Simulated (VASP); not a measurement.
# SrO in VASP: one cell, several levels of theory, part 2 of 2

VASP 6.6.1, plane waves, PAW.

### Step 3. r2SCAN

The input, INCAR:

```
ENCUT = 520.000000
SIGMA = 0.010000
EDIFF = 1.00e-07
ALGO = Normal
METAGGA = R2SCAN
PREC = Accurate
IBRION = -1
ISIF = 2
ISMEAR = 0
NBANDS = 15
NELM = 120
NSW = 0
LASPH = .TRUE.
LCHARG = .FALSE.
LWAVE = .FALSE.
LREAL = .FALSE.
```

The input, KPOINTS:

```
KPOINTS created by Atomic Simulation Environment
0
Gamma
8 8 8
0 0 0
```

The input, KPOINTS_OPT:

```
special points
7
Reciprocal
0.0000000000 0.0000000000 0.0000000000 1
0.5000000000 0.0000000000 0.5000000000 1
0.6250000000 0.2500000000 0.6250000000 1
0.3750000000 0.3750000000 0.7500000000 1
0.5000000000 0.5000000000 0.5000000000 1
0.5000000000 0.2500000000 0.7500000000 1
0.0000000000 0.5000000000 0.5000000000 1
```

The input, POSCAR:

```
Sr O
 1.0000000000000000
    -0.0869525121000000    2.5703365835000000    2.5703365835000000
     2.5703365835000000   -0.0869525121000000    2.5703365835000000
     2.5703365835000000    2.5703365835000000   -0.0869525121000000
 Sr  O
   1   1
Cartesian
  0.0000000000000000  0.0000000000000000  0.0000000000000000
  2.5268603274500001  2.5268603274500001  2.5268603274500001
```

Command:

```sh
$ mpirun -np 1 vasp_std
```

Printed to the terminal (iteration lines stand in OSZICAR):

```text
POSCAR found type information on POSCAR SrO
 POSCAR found :  2 types and       2 ions
 -----------------------------------------------------------------------------
|                                                                             |
|                                                                             |
|     You enforced a specific xc type in the INCAR file but a different       |
|     I HOPE YOU KNOW WHAT YOU ARE DOING!                                     |
|                                                                             |
 -----------------------------------------------------------------------------

 LDA part: xc-table for (None), standard interpolation
 POSCAR, INCAR and KPOINTS ok, starting setup
 FFT: planning ... GRIDC
 FFT: planning ... GRID_SOFT
 FFT: planning ... GRID
 WAVECAR not read
 entering main loop
 Start KPOINTS_OPT (optional k-point list driver)
k-point batch [1-7\7]
```

OSZICAR:

```text
N       E                     dE             d eps       ncg     rms          rms(c)
DAV:   1     0.496537899357E+02    0.49654E+02   -0.85731E+03  1950   0.106E+03
DAV:   2    -0.312219232572E+02   -0.80876E+02   -0.73802E+02  2776   0.223E+02
DAV:   3    -0.346142680758E+02   -0.33923E+01   -0.33704E+01  2661   0.409E+01
DAV:   4    -0.346730417164E+02   -0.58774E-01   -0.58759E-01  2304   0.534E+00
DAV:   5    -0.346746927850E+02   -0.16511E-02   -0.16511E-02  2513   0.714E-01    0.145E+01
DAV:   6    -0.268782614554E+02    0.77964E+01   -0.46038E+00  2762   0.166E+01    0.138E+01
DAV:   7    -0.270085014810E+02   -0.13024E+00   -0.16986E-01  1978   0.369E+00    0.787E+00
DAV:   8    -0.270288829147E+02   -0.20381E-01   -0.93531E-02  2006   0.319E+00    0.740E-01
DAV:   9    -0.270268313725E+02    0.20515E-02   -0.16409E-02  2524   0.120E+00    0.241E-01
DAV:  10    -0.270267412191E+02    0.90153E-04   -0.18673E-03  2118   0.434E-01    0.121E-01
DAV:  11    -0.270269138715E+02   -0.17265E-03   -0.40634E-04  1971   0.188E-01    0.633E-02
DAV:  12    -0.270269177159E+02   -0.38444E-05   -0.29721E-05  2566   0.423E-02    0.212E-02
DAV:  13    -0.270269133739E+02    0.43420E-05   -0.79042E-06  2384   0.264E-02    0.114E-02
DAV:  14    -0.270269131101E+02    0.26372E-06   -0.12830E-06  2440   0.975E-03    0.269E-03
DAV:  15    -0.270269130286E+02    0.81561E-07   -0.82087E-08  1536   0.218E-03
   1 F= -.27026913E+02 E0= -.27026913E+02  d E =-.250197E-29
       N       E                     dE             ncg
DAV:   1     0.762059378681E+03   -0.43381E+04      210
DAV:   2     0.227198197644E+03   -0.53486E+03      266
DAV:   3     0.206835635924E+03   -0.20363E+02      304
DAV:   4     0.206450382004E+03   -0.38525E+00      247
DAV:   5     0.206445723202E+03   -0.46588E-02      267
DAV:   6     0.206445608331E+03   -0.11487E-03      260
DAV:   7     0.206445605012E+03   -0.33182E-05      243
DAV:   8     0.206445604913E+03   -0.99144E-07      205
```

From OUTCAR:

```text
k-points           NKPTS =     65   k-points in BZ     NKDIM =     65   number of bands    NBANDS=     15

   NELECT =      16.0000    total number of electrons

   dimension x,y,z NGX =    28 NGY =   28 NGZ =   28
   dimension x,y,z NGXF=    56 NGYF=   56 NGZF=   56

  energy-cutoff  :      520.00
  volume of cell :       35.69
      direct lattice vectors                 reciprocal lattice vectors
    -0.086952512  2.570336584  2.570336584    -0.184924245  0.191399130  0.191399130
     2.570336584 -0.086952512  2.570336584     0.191399130 -0.184924245  0.191399130
     2.570336584  2.570336584 -0.086952512     0.191399130  0.191399130 -0.184924245

 k-points in reciprocal lattice and weights: KPOINTS created by Atomic Simulation Env
   0.00000000  0.00000000  0.00000000       0.002
   0.12500000  0.00000000 -0.00000000       0.012
   0.25000000  0.00000000 -0.00000000       0.012
   0.37500000 -0.00000000 -0.00000000       0.012
   0.50000000  0.00000000 -0.00000000       0.006
   0.12500000  0.12500000 -0.00000000       0.012
   0.25000000  0.12500000 -0.00000000       0.023
   0.37500000  0.12500000 -0.00000000       0.023
[... 57 more k-points ...]

 E-fermi :   1.2805

 k-point     1 :       0.0000    0.0000    0.0000
  band No.  band energies     occupation
      1     -32.5479      2.00000
      2     -14.8374      2.00000
      3     -13.6160      2.00000
      4     -13.6160      2.00000
      5     -13.6099      2.00000
      6       1.1010      2.00000
      7       1.1010      2.00000
      8       1.2052      2.00000
      9       5.4124      0.00000
     10       7.5602      0.00000
     11       7.5602      0.00000
     12       8.2274      0.00000
     13      10.0230      0.00000
     14      10.0230      0.00000
     15      14.1914      0.00000

 k-point     2 :       0.1250    0.0000   -0.0000
  band No.  band energies     occupation
      1     -32.5325      2.00000
      2     -15.1289      2.00000
      3     -13.6232      2.00000
      4     -13.6219      2.00000
      5     -13.3615      2.00000
      6       0.7011      2.00000
      7       0.9208      2.00000
      8       1.0346      2.00000
      9       6.0615      0.00000
     10       7.5105      0.00000
     11       7.8364      0.00000
     12       8.4600      0.00000
     13      10.3942      0.00000
     14      10.3994      0.00000
     15      15.0977      0.00000

 k-point     3 :       0.2500    0.0000   -0.0000
  band No.  band energies     occupation
      1     -32.4950      2.00000
      2     -15.6182      2.00000
      3     -13.6536      2.00000
      4     -13.6359      2.00000
      5     -12.9623      2.00000
      6      -0.0637      2.00000
      7       0.5270      2.00000
      8       0.6824      2.00000
      9       7.3596      0.00000
     10       7.6733      0.00000
     11       8.5793      0.00000
     12       9.2234      0.00000
     13      11.3461      0.00000
     14      11.3481      0.00000
     15      16.8848      0.00000

 k-point     4 :       0.3750   -0.0000   -0.0000
  band No.  band energies     occupation
      1     -32.4570      2.00000
      2     -15.9920      2.00000
      3     -13.6834      2.00000
      4     -13.6497      2.00000
      5     -12.6787      2.00000
      6      -0.6733      2.00000
      7       0.1776      2.00000
      8       0.3705      2.00000
      9       7.7350      0.00000
     10       9.0781      0.00000
     11       9.4781      0.00000
     12      10.1654      0.00000
     13      12.5160      0.00000
     14      12.5494      0.00000
     15      16.6913      0.00000

 k-point     5 :       0.5000    0.0000   -0.0000
  band No.  band energies     occupation
      1     -32.4411      2.00000
      2     -16.1289      2.00000
      3     -13.6956      2.00000
      4     -13.6553      2.00000
      5     -12.5789      2.00000
      6      -0.8989      2.00000
      7       0.0431      2.00000
      8       0.2503      2.00000
      9       7.9301      0.00000
     10       9.7909      0.00000
     11       9.9163      0.00000
     12      10.6060      0.00000
     13      13.2605      0.00000
     14      13.3157      0.00000
     15      16.0740      0.00000

 k-point     6 :       0.1250    0.1250   -0.0000
  band No.  band energies     occupation
      1     -32.5263      2.00000
      2     -15.1537      2.00000
      3     -13.6648      2.00000
      4     -13.6555      2.00000
      5     -13.3063      2.00000
      6       0.4403      2.00000
      7       1.0296      2.00000
      8       1.1078      2.00000
      9       6.1508      0.00000
     10       7.0982      0.00000
     11       8.2045      0.00000
     12       8.6347      0.00000
     13      10.2257      0.00000
     14      10.7674      0.00000
     15      15.4601      0.00000

 k-point     7 :       0.2500    0.1250   -0.0000
  band No.  band energies     occupation
      1     -32.4955      2.00000
      2     -15.4736      2.00000
      3     -13.6977      2.00000
      4     -13.6818      2.00000
      5     -13.0861      2.00000
      6      -0.0392      2.00000
      7       0.7431      2.00000
      8       0.9305      2.00000
      9       6.7680      0.00000
     10       7.1992      0.00000
     11       8.8682      0.00000
     12       9.4285      0.00000
     13      10.7821      0.00000
     14      11.5510      0.00000
     15      17.0362      0.00000

 k-point     8 :       0.3750    0.1250   -0.0000
  band No.  band energies     occupation
      1     -32.4578      2.00000
      2     -15.8199      2.00000
      3     -13.7320      2.00000
      4     -13.6998      2.00000
      5     -12.8683      2.00000
      6      -0.4241      2.00000
      7       0.3243      2.00000
      8       0.6090      2.00000
      9       7.0571      0.00000
     10       8.4684      0.00000
     11       9.6850      0.00000
     12      10.3669      0.00000
     13      11.9358      0.00000
     14      12.4242      0.00000
     15      17.0116      0.00000

 k-point     9 :       0.5000    0.1250    0.0000
  band No.  band energies     occupation
      1     -32.4355      2.00000
      2     -16.0115      2.00000
      3     -13.7734      2.00000
      4     -13.7056      2.00000
      5     -12.7259      2.00000
      6      -0.6535      2.00000
      7       0.1503      2.00000
      8       0.3518      2.00000
      9       7.6687      0.00000
     10       8.9451      0.00000
     11      10.4000      0.00000
     12      10.8882      0.00000
     13      13.0579      0.00000
     14      13.3137      0.00000
     15      15.6068      0.00000

 k-point    10 :      -0.3750    0.1250   -0.0000
  band No.  band energies     occupation
      1     -32.4419      2.00000
      2     -15.9811      2.00000
      3     -13.8071      2.00000
      4     -13.6782      2.00000
      5     -12.7046      2.00000
      6      -0.6407      2.00000
      7       0.2181      2.00000
      8       0.3630      2.00000
      9       7.8650      0.00000
     10       8.7286      0.00000
     11      10.0177      0.00000
     12      10.5619      0.00000
     13      12.9538      0.00000
     14      13.2001      0.00000
     15      15.7440      0.00000

 k-point    11 :      -0.2500    0.1250    0.0000
  band No.  band energies     occupation
      1     -32.4732      2.00000
      2     -15.7473      2.00000
      3     -13.7917      2.00000
      4     -13.6404      2.00000
      5     -12.8312      2.00000
      6      -0.3343      2.00000
      7       0.3832      2.00000
      8       0.6862      2.00000
      9       7.4614      0.00000
     10       7.9620      0.00000
     11       9.1256      0.00000
     12       9.7620      0.00000
     13      11.8445      0.00000
     14      12.1310      0.00000
     15      17.2532      0.00000

 k-point    12 :      -0.1250    0.1250    0.0000
  band No.  band energies     occupation
      1     -32.5106      2.00000
      2     -15.4049      2.00000
      3     -13.7157      2.00000
      4     -13.6169      2.00000
      5     -13.0929      2.00000
      6       0.1937      2.00000
      7       0.6901      2.00000
      8       0.9704      2.00000
      9       6.7972      0.00000
     10       7.3033      0.00000
     11       8.3560      0.00000
     12       8.9917      0.00000
     13      10.7583      0.00000
     14      11.1527      0.00000
     15      16.2600      0.00000

[... the tables of k-points 13 to 65 left out ...]

  Total       -0.6563816     -0.6563816     -0.6563816      0.3773563      0.3773563      0.3773563
  in kB      -29.4698640    -29.4698640    -29.4698640     16.9423368     16.9423368     16.9423368
  external PRESSURE =     -29.4698640 kB  Pullay stress =       0.0000000 kB

 POSITION                                       TOTAL-FORCE (eV/Angst)
 -----------------------------------------------------------------------------------
      0.00000      0.00000      0.00000         0.000000     -0.000000      0.000000
      2.52686      2.52686      2.52686        -0.000000      0.000000     -0.000000
 -----------------------------------------------------------------------------------
    total drift:                                0.000000      0.000000      0.000000

  FREE ENERGIE OF THE ION-ELECTRON SYSTEM (eV)
  ---------------------------------------------------
  free  energy   TOTEN  =       -27.0269130286 eV

  energy  without entropy=      -27.0269130286  energy(sigma->0) =      -27.02691303
```

Hardware: 1 MPI rank of Intel Xeon Platinum 8488C, shared host.

The levels at the points of KPOINTS_OPT are read from vasprun.xml.

Near the gap, in eV above the top of the last filled band v; c is the band after it:

```tsv
point	v−1	v	c	c+1
Γ	-0.10	0.00	4.21	6.35
X	-0.23	-0.14	3.68	8.03
U	-0.69	-0.60	5.23	8.06
K	-0.69	-0.60	5.23	8.06
L	-1.25	-1.25	6.91	8.68
W	-0.58	-0.52	6.27	6.40
```

The r2SCAN gap is 3.68 eV and indirect (Γ to X), with 3.82 eV as the least direct one. The pressure is -2.95 GPa; the forces vanish within 0.01 eV/Å.

### Step 4. Summary

This closing draws on all 2 parts.

| level | gap (eV) | pressure (GPa) | Ansatz: gap (eV) | Ansatz: pressure (GPa) |
| --- | --- | --- | --- | --- |
| PBE | 3.20 | -1.08 | 3.25 | -1.54 |
| r2SCAN | 3.68 | -2.95 | 3.72 | -3.39 |

In words: The gap runs from 3.20 eV (PBE) to 3.68 eV (r2SCAN). The pressure is highest with PBE (-1.1 GPa) and lowest with r2SCAN (-2.9 GPa), which orders the cells that they would relax to. The two programs agree on the gap within 0.06 eV, far less than the spread between functionals. The two codes have different PAW datasets and cutoffs.
